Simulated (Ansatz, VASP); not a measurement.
# Two plane-wave programs on WSe2

Contents of INCAR:

```
SYSTEM = WSe2
ALGO     = Normal         ! electronic algorithm
EDIFF    = 1E-6           ! SCF threshold, eV
ENCUT    = 520            ! plane-wave cutoff, eV
GGA      = PS             ! functional
ISIF     = 2              ! what is computed and relaxed
ISMEAR   = 0              ! smearing method
LASPH    = .True.         ! aspherical terms in the spheres
LCHARG   = .False.        ! write CHGCAR
LREAL    = .False.        ! projectors in reciprocal space
LWAVE    = .False.        ! write WAVECAR
NBANDS   = 20             ! bands
NELM     = 80             ! most SCF steps
PREC     = Accurate       ! precision mode
SIGMA    = 0.05           ! smearing width, eV
```

The input KPOINTS:

```
k-points
0
Gamma
  9 9 2
  0 0 0
```

Contents of POSCAR:

```
WSe2
1.0
    3.4010209378      0.0000000000      0.0000000000
   -1.7005104689      2.9453705310      0.0000000000
    0.0000000000      0.0000000000     16.6611439352
W Se
1 2
Direct
    0.0000000000      0.0000000000      0.0000000000
    0.3333333333      0.6666666667      0.1003991023
    0.3333333333      0.6666666667      0.8996008977
```

Input for Ansatz:

```yaml
crystal:
  lattice:
    - [3.4010209378, 0.0, 0.0]
    - [-1.7005104689, 2.945370531, 0.0]
    - [0.0, 0.0, 16.6611439352]
  atoms:
    - { symbol: W, position: [0.0, 0.0, 0.0] }
    - { symbol: Se, position: [0.3333333333, 0.6666666667, 0.1003991023] }
    - { symbol: Se, position: [0.3333333333, 0.6666666667, 0.8996008977] }
basis:
  ecutwfc: 420
kpoints:
  mp_grid: { grid: [9, 9, 2] }
hamiltonian:
  xc: pbesol
  pseudopotentials: { kind: paw, azcp: { folder: soft_1 } }
scf:
  occupations: { method: gaussian, width: 0.05 }
output:
  forces: true
  stress: true
  eigenvalues: true
```

Change from the starting cell: mode 9 frozen in at +0.000 Å, equal normal strain along x and y +0.0400.

Alike in both runs: task single point; functional PBEsol; k mesh 9 × 9 × 2; occupations gaussian, width 0.05 eV; no spin polarisation.

|  | VASP | Ansatz |
| --- | --- | --- |
| version | VASP 6.6.1 | Ansatz 0.2.0 |
| potentials or method | VASP PAW PBE potentials, release 64 (W_sv, Se) | scalar-relativistic, plane waves, PAW |
| plane-wave cutoff (eV) | 520 | 420 |
| valence electrons in the cell | 26 | 46 |

|  | VASP | Ansatz | Ansatz less VASP |
| --- | --- | --- | --- |
| gap on the k mesh at the Fermi level (eV) | 1.31 | 1.31 | +0.003 |
| least direct gap on the mesh (eV) | 1.31 | 1.31 | +0.003 |
| rms of the force components (eV/Å) | 0.345 | 0.367 | +0.0226 |

Atom by atom the forces differ by 0.023 eV/Å (rms over components). The two sets of potentials don't hold the same shells in valence. Ansatz warned: «pseudo_functional_mismatch».

Caveats: the PAW data sets were made with another functional, which shifts forces and pressure a little (VASP); spin-orbit coupling is left out, which moves the levels of the heavy elements.
